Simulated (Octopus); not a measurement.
# As (R-3m) in Octopus: further runs

One crystal, As, is run at these levels: PBE; tasks: single point.

Program: Octopus 16.4. These are calculated values, not measurements. Logs are shortened: lines on timing, memory, paths and dates and some standing lists are left out, and cuts for length are marked.

### 1 The crystal as given

The structure is trigonal, space group R-3m (No. 166). Conventional cell: a = 3.762 Å, b = 3.762 Å, c = 10.542 Å, α = 90.00°, β = 90.00°, γ = 120.00°. Around As (site symmetry 3m) lie 3 As at 2.51 Å.

### 2 Single point, PBE, 21.53 Å³/atom

The input, inp:

```
CalculationMode = gs
UnitsOutput = eV_Angstrom
PeriodicDimensions = 3
ExperimentalFeatures = yes
PseudopotentialSet = pseudodojo_pbe
%LatticeParameters
 1*angstrom | 1*angstrom | 1*angstrom
%
%LatticeVectors
 1.8807968987 | 1.0858785957 | 3.5140619945
 -1.8807968987 | 1.0858785957 | 3.5140619945
 0 | -2.1717571915 | 3.5140619945
%
%ReducedCoordinates
 "As" | 0.226 | 0.226 | 0.226
 "As" | 0.774 | 0.774 | 0.774
%
%Spacing
 0.15300000*angstrom | 0.15300000*angstrom | 0.15300000*angstrom
%
DerivativesOrder = 8
%KPointsGrid
 6 | 6 | 6
%
KPointsUseSymmetries = yes
XCFunctional = gga_x_pbe + gga_c_pbe
SmearingFunction = fermi_dirac
Smearing = 0.05*eV
ExtraStates = 6
Eigensolver = chebyshev_filter
ConvRelDens = 1e-6
MaximumIter = 120
```

Potentials or basis: pseudodojo_pbe (PseudoDojo 0.5, PBE).

Run with:

```sh
OMP_NUM_THREADS=1 octopus > out.log
```

out.log:

```text
Running octopus

[... 13 lines left out ...]

Input: [AllElectronType = no]
Input: [PseudopotentialSet = pseudodojo_pbe]
Reading Coordinates from ReducedCoordinates block

****************************** Species *******************************
  Species 'As'
    type             : pseudopotential
    file             : 'As.upf'
    file format      : UPF2
    valence charge   : 15.0
    atomic number    :  33
    form on file     : kleinman-bylander
    lmax             : 2
    llocal           : -1
    projectors per l : 2
    total projectors : 6
    application form : kleinman-bylander
    orbitals         :  9
    bound orbitals   :  9

**********************************************************************

***************************** Symmetries *****************************
Space group No.  166
International: R-3m
Schoenflies: D3d^5
Info: The system has    12 symmorphic symmetries that can be used.
  Index                Rotation matrix                      Fractional translations
    1 :     1   0   0     0   1   0     0   0   1      0.000000    0.000000    0.000000
    2 :    -1   0   0     0  -1   0     0   0  -1      0.000000    0.000000    0.000000
    3 :     0   1   0     0   0   1     1   0   0      0.000000    0.000000    0.000000
    4 :     0  -1   0     0   0  -1    -1   0   0      0.000000    0.000000    0.000000
    5 :     0   0   1     1   0   0     0   1   0      0.000000    0.000000    0.000000
    6 :     0   0  -1    -1   0   0     0  -1   0      0.000000    0.000000    0.000000
    7 :     0   0  -1     0  -1   0    -1   0   0      0.000000    0.000000    0.000000
    8 :     0   0   1     0   1   0     1   0   0      0.000000    0.000000    0.000000
    9 :     0  -1   0    -1   0   0     0   0  -1      0.000000    0.000000    0.000000
   10 :     0   1   0     1   0   0     0   0   1      0.000000    0.000000    0.000000
   11 :    -1   0   0     0   0  -1     0  -1   0      0.000000    0.000000    0.000000
   12 :     1   0   0     0   0   1     0   1   0      0.000000    0.000000    0.000000
Info: The system also has     0 nonsymmorphic symmetries (not used for electrons).
**********************************************************************

Input: [CurvMethod = curv_affine]
Input: [DerivativesStencil = stencil_stargeneral]

****************************** Lattice *******************************
  Lattice Vectors [A]
    1.880797    1.085879    3.514062
   -1.880797    1.085879    3.514062
    0.000000   -2.171757    3.514062
  Cell volume =            43.0610 [A^3]
  Reciprocal-Lattice Vectors [A^-1]
    1.670352    0.964378    0.596004
   -1.670352    0.964378    0.596004
   -0.000000   -1.928756    0.596004
  Cell angles [degree]
    alpha =   54.167
    beta  =   54.167
    gamma =   54.167
**********************************************************************

Checking if the generated full k-point grid is symmetric

    32 k-points generated from parameters :
 ---------------------------------------------------
    n =    6    6    6

    s1  =  0.00  0.00  0.00

   index |      weight  |             coordinates              |
       1 |     0.004630 |    0.000000    0.000000    0.000000  |
       2 |     0.027778 |    0.166667    0.000000    0.000000  |
       3 |     0.027778 |    0.166667    0.166667    0.000000  |
       4 |     0.027778 |   -0.166667    0.166667    0.000000  |
       5 |     0.009259 |    0.166667    0.166667    0.166667  |
       6 |     0.027778 |   -0.166667    0.166667    0.166667  |
[... 24 lines left out ...]
      31 |     0.027778 |    0.500000    0.500000    0.333333  |
      32 |     0.004630 |    0.500000    0.500000    0.500000  |

Input: [SmearingFunction = fermi_dirac]
Input: [SymmetrizeDensity = yes]

******************************* States *******************************
Total electronic charge  =       30.000
Number of states         =       21
[... 51 lines left out ...]
Input: [RelativisticCorrection = non_relativistic]
[... 11 lines left out ...]
      Block       2 contains       4 states:       5 -       8
      Block       3 contains       4 states:       9 -      12
      Block       4 contains       4 states:      13 -      16
      Block       5 contains       4 states:      17 -      20
      Block       6 contains       1 states:      21 -      21
Info: Ground-state allocation done.
Info: Could not find 'restart/gs' directory for restart.
[... 18 lines left out ...]
** Warning:
**   Cannot do LCAO for all states because there are not enough atomic orbitals.
**   Required: 21. Available: 18. 3 orbitals will be randomized.

Info: Unnormalized total charge =     30.020737
Info: Renormalized total charge =     30.000000
Info: Setting up Hamiltonian.
Info: Performing initial LCAO calculation with     18 orbitals.
Info: Getting Hamiltonian matrix elements.

Eigenvalues [eV]
 #st  Spin   Eigenvalue      Occupation
#k =       1, k = (  0.000000,  0.000000,  0.000000)
   1   --   -32.119600       2.000000
   2   --   -32.119600       2.000000
   3   --   -32.066669       2.000000
   4   --   -32.066669       2.000000
   5   --   -32.048575       2.000000
   6   --   -31.999719       2.000000
[... 10 lines left out ...]
  17   --     7.556899       2.000000
  18   --     7.556899       2.000000
#k =       2, k = (  0.166667,  0.000000,  0.000000)
   1   --   -31.278659       2.000000
   2   --   -31.269854       2.000000
   3   --   -31.263035       2.000000
   4   --   -31.252394       2.000000
   5   --   -30.373028       2.000000
   6   --   -30.369535       2.000000
[... 10 lines left out ...]
  17   --     8.157956       2.000000
  18   --     8.260569       2.000000
[... 30 further k-points ...]
Fermi energy =     9.409043 eV
Generating random wavefunctions for states       19 and above
Orthogonalizing wavefunctions.
Info: Ground-state restart information will be written to 'restart/gs'.
Info: SCF using complex wavefunctions.
Info: Starting SCF iteration.

** Warning:
**   Symmetrization discrepancy ratio (scalar) =  2.67751E-03

*********************** SCF CYCLE ITER #    1 ************************
 etot  = -5.77639757E+03 abs_ev   =  2.39E+02 rel_ev   =  3.60E-01
 ediff =        2.12E+02 abs_dens =  1.66E+00 rel_dens =  5.54E-02
Matrix vector products: 800
Converged eigenvectors: 0

#  State  KPoint  Eigenvalue [eV]  Occupation    Error
      1       1      -32.124881    2.000000   ( 7.6E-05)
      2       1      -32.124881    2.000000   ( 1.1E-04)
      1       3      -32.123911    2.000000   ( 1.0E-04)
      1       5      -32.121891    2.000000   ( 7.6E-05)
      2       5      -32.121891    2.000000   ( 8.8E-05)
      1      13      -32.121851    2.000000   ( 2.6E-04)
      1       2      -32.121312    2.000000   ( 6.3E-05)
      1      29      -32.120772    2.000000   ( 3.5E-04)
[... 23 lines left out ...]
     21      28       17.548446    0.000000   ( 9.4E-02)
     21      25       17.554180    0.000000   ( 1.1E-01)
     21      26       17.769537    0.000000   ( 1.2E-01)
     21      21       17.774841    0.000000   ( 1.0E-01)
     21      22       18.009309    0.000000   ( 1.2E-01)
     21      30       18.332572    0.000000   ( 1.3E-01)
     21      17       18.592733    0.000000   ( 1.3E-01)
     21      18       19.081857    0.000000   ( 1.2E-01)

Density of states:

%---------------------------------------------------------------------
%---------------------------------------------------------------------
%---------------------------------------------------------------------
%---------------------------------------------------------------------
%---------------------------------------------------------------------
%---------------------------------------------------------------------
%---------------------------------------------------------------------
%---------------------------------------------------------------------
%---------------------------------------------------------------------
%-------------------------------------------%-%----%%-----------------
                                                 ^

Fermi energy =     4.144372 eV

**********************************************************************

** Warning:
**   Symmetrization discrepancy ratio (scalar) =  2.66438E-03

*********************** SCF CYCLE ITER #    2 ************************
 etot  = -5.77078683E+03 abs_ev   =  1.06E+00 rel_ev   =  1.59E-03
 ediff =        2.06E-01 abs_dens =  1.51E-01 rel_dens =  5.03E-03
Matrix vector products: 800
Converged eigenvectors: 0
[... 127 lines left out ...]
*********************** SCF CYCLE ITER #   13 ************************
 etot  = -5.77257114E+03 abs_ev   =  4.84E-05 rel_ev   =  7.27E-08
 ediff =        3.32E-06 abs_dens =  1.38E-06 rel_dens =  4.59E-08
Matrix vector products: 800
Converged eigenvectors: 0

#  State  KPoint  Eigenvalue [eV]  Occupation    Error
      1       1      -32.214945    2.000000   ( 1.5E-07)
      2       1      -32.214945    2.000000   ( 1.5E-07)
      1       3      -32.214431    2.000000   ( 1.5E-07)
      1      13      -32.213083    2.000000   ( 2.1E-07)
      1      29      -32.212308    2.000000   ( 1.4E-07)
      1       5      -32.212185    2.000000   ( 1.5E-07)
      2       5      -32.212185    2.000000   ( 1.5E-07)
      1       2      -32.212163    2.000000   ( 1.4E-07)
[... 23 lines left out ...]
     21      15       15.777177    0.000000   ( 9.8E-03)
     21      24       15.799803    0.000000   ( 2.3E-02)
     21      28       15.875652    0.000000   ( 3.6E-02)
     21      18       16.010726    0.000000   ( 2.1E-02)
     21      26       16.054251    0.000000   ( 3.6E-02)
     21      29       16.196729    0.000000   ( 2.0E-02)
     21      11       16.273873    0.000000   ( 2.4E-02)
     21      17       16.420537    0.000000   ( 3.1E-02)

Density of states:

%---------------------------------------------------------------------
%---------------------------------------------------------------------
%---------------------------------------------------------------------
%---------------------------------------------------------------------
%---------------------------------------------------------------------
%---------------------------------------------------------------------
%---------------------------------------------------------------------
%---------------------------------------------------------------------
%---------------------------------------------------------------------
%---------------------------------------------%-------%------%--------
                                                    ^

Fermi energy =     4.149050 eV

**********************************************************************

Info: SCF converged in   13 iterations

** Warning:
**   Some of the states are not fully converged!

Info: Number of matrix-vector products:      10400
Info: Finished writing information to 'restart/gs'.

Octopus emitted 16 warnings.
```

It took 5.3 min on 1 thread of AMD EPYC 7R43 (Zen 3), shared host; peak memory 0.79 GiB.

Results:

* Free energy: -5772.5732 eV
* Largest force: 0.403 eV/Å
* Band gap on the k mesh: none (metal or under the smearing width)

### 3 Single point, PBE, 21.53 Å³/atom

Edit inp of step 2 so:

```diff
@@ -32 +32,7 @@
 MaximumIter = 120
+ExcessCharge = -0.2
+%Output
+ density | cube
+ elf | cube
+ potential | cube
+%
```

Potentials or basis: pseudodojo_pbe (PseudoDojo 0.5, PBE).

Run with:

```sh
OMP_NUM_THREADS=1 octopus > out.log
```

It took 5.3 min on 1 thread of AMD EPYC 7R43 (Zen 3), shared host; peak memory 0.82 GiB.

It converged, with:

```
Free energy            : -5771.6450 eV
Largest force          : 0.619 eV/Å
Band gap on the k mesh : none (metal or under the smearing width)
```

Caveat: the cell carries a net charge on a neutralising background, which shifts energy and pressure.

### 4 Single point, PBE, 21.53 Å³/atom

Edit inp of step 3 so:

```diff
@@ -32,7 +32,2 @@
 MaximumIter = 120
-ExcessCharge = -0.2
-%Output
- density | cube
- elf | cube
- potential | cube
-%
+ExcessCharge = 0.2
```

Run with:

```sh
OMP_NUM_THREADS=1 octopus > out.log
```

Wall time 4.6 min (1 thread of AMD EPYC 7R43 (Zen 3), shared host); peak memory 0.79 GiB.

The run converged. Its results:

```yaml
Free_energy: -5773.3246 eV
Largest_force: 0.387 eV/Å
Band_gap_on_the_k_mesh: none (metal or under the smearing width)
```

Caveat: the cell carries a net charge on a neutralising background, which shifts energy and pressure.

### 5 Single point, PBE, 21.53 Å³/atom

Edit inp of step 4 so:

```diff
@@ -32,2 +32,2 @@
 MaximumIter = 120
-ExcessCharge = 0.2
+ExcessCharge = -0.05
```

Run with:

```sh
OMP_NUM_THREADS=1 octopus > out.log
```

It took 4 min on 1 thread of AMD EPYC 7R43 (Zen 3), shared host; peak memory 0.82 GiB.

Results (log left out):

```
Free energy            : -5772.3567 eV
Largest force          : 0.507 eV/Å
Band gap on the k mesh : none (metal or under the smearing width)
```

Caveat: the cell carries a net charge on a neutralising background, which shifts energy and pressure.

### 6 Single point, PBE, 21.53 Å³/atom

Edit inp of step 5 so:

```diff
@@ -32,2 +32,2 @@
 MaximumIter = 120
-ExcessCharge = -0.05
+ExcessCharge = 0.05
```

Potentials or basis: pseudodojo_pbe (PseudoDojo 0.5, PBE).

Run with:

```sh
OMP_NUM_THREADS=1 octopus > out.log
```

It took 4.4 min on 1 thread of AMD EPYC 7R43 (Zen 3), shared host; peak memory 0.79 GiB.

The run converged. Its results:

```yaml
Free_energy: -5772.7731 eV
Largest_force: 0.394 eV/Å
Band_gap_on_the_k_mesh: none (metal or under the smearing width)
```

Caveat: the cell carries a net charge on a neutralising background, which shifts energy and pressure.

### 7 Single point, PBE, 21.53 Å³/atom

Edit inp of step 6 so:

```diff
@@ -32,2 +32,6 @@
 MaximumIter = 120
-ExcessCharge = 0.05
+%Output
+ density | cube
+ elf | cube
+ potential | cube
+%
```

Run with:

```sh
OMP_NUM_THREADS=1 octopus > out.log
```

It took 4.6 min on 1 thread of Arm Neoverse V1, shared host; peak memory 0.78 GiB.

Results (log left out):

| Item | Value |
| --- | --- |
| Free energy | -5772.5732 eV |
| Largest force | 0.403 eV/Å |
| Band gap on the k mesh | none (metal or under the smearing width) |

### 8 Single point, PBE, 21.53 Å³/atom

Edit inp of step 7 so:

```diff
@@ -4,3 +4,3 @@
 ExperimentalFeatures = yes
-PseudopotentialSet = pseudodojo_pbe
+PseudopotentialSet = sg15
 %LatticeParameters
@@ -29,9 +29,5 @@
 ExtraStates = 6
-Eigensolver = chebyshev_filter
+Eigensolver = rmmdiis
 ConvRelDens = 1e-6
 MaximumIter = 120
-%Output
- density | cube
- elf | cube
- potential | cube
-%
+SCFCalculateStress = yes
```

Potentials or basis: sg15 (PBE).

Run with:

```sh
OMP_NUM_THREADS=1 octopus > out.log
```

It took 6.6 min on 1 thread of Arm Neoverse V1, shared host; peak memory 0.51 GiB.

The run converged. Its results:

- Free energy: -345.0685 eV
- Pressure: 3.9 GPa
- Largest force: 0.383 eV/Å
- Band gap on the k mesh: none (metal or under the smearing width)

### 9 Single point, PBE, 21.53 Å³/atom

Edit inp of step 8 so:

```diff
@@ -4,3 +4,3 @@
 ExperimentalFeatures = yes
-PseudopotentialSet = sg15
+PseudopotentialSet = pseudodojo_pbesol
 %LatticeParameters
@@ -29,5 +29,4 @@
 ExtraStates = 6
-Eigensolver = rmmdiis
+Eigensolver = chebyshev_filter
 ConvRelDens = 1e-6
 MaximumIter = 120
-SCFCalculateStress = yes
```

Potentials or basis: pseudodojo_pbesol (PseudoDojo 0.4, PBEsol).

Run with:

```sh
OMP_NUM_THREADS=1 octopus > out.log
```

It took 4.5 min on 1 thread of Arm Neoverse V1, shared host; peak memory 0.78 GiB.

Results (log left out):

```
Free energy            : -5777.9558 eV
Largest force          : 0.404 eV/Å
Band gap on the k mesh : none (metal or under the smearing width)
```

Caveat: the potentials were made for another functional, which shifts forces and pressure.

### 10 Single point, PBE, 21.53 Å³/atom

Edit inp of step 9 so:

```diff
@@ -4,3 +4,3 @@
 ExperimentalFeatures = yes
-PseudopotentialSet = pseudodojo_pbesol
+PseudopotentialSet = pseudodojo_lda
 %LatticeParameters
```

Potentials or basis: pseudodojo_lda (PseudoDojo 0.4, LDA).

Run with:

```sh
OMP_NUM_THREADS=1 octopus > out.log
```

It took 4.5 min on 1 thread of Arm Neoverse V1, shared host; peak memory 0.78 GiB.

It converged, with:

- Free energy: -5786.8601 eV
- Largest force: 0.473 eV/Å
- Band gap on the k mesh: none (metal or under the smearing width)

Caveat: the potentials were made for another functional, which shifts forces and pressure.

### 11 Single point, PBE, 21.53 Å³/atom

Edit inp of step 10 so:

```diff
@@ -4,3 +4,3 @@
 ExperimentalFeatures = yes
-PseudopotentialSet = pseudodojo_lda
+PseudopotentialSet = hgh_lda
 %LatticeParameters
@@ -32 +32,7 @@
 MaximumIter = 120
+SCFCalculateStress = yes
+%Output
+ density | cube
+ elf | cube
+ potential | cube
+%
```

Potentials or basis: hgh_lda (LDA).

Run with:

```sh
OMP_NUM_THREADS=1 octopus > out.log
```

Run time: 3.5 min. Hardware: 1 thread of Arm Neoverse V1, shared host; peak memory 0.53 GiB.

The run converged. Its results:

| Quantity | Value |
| --- | --- |
| Free energy | -347.9208 eV |
| Pressure | -0.2 GPa |
| Largest force | 0.045 eV/Å |
| Band gap on the k mesh | none (metal or under the smearing width) |

Caveat: this is an older set of potentials, less accurate than current ones; the potentials were made for another functional, which shifts forces and pressure.
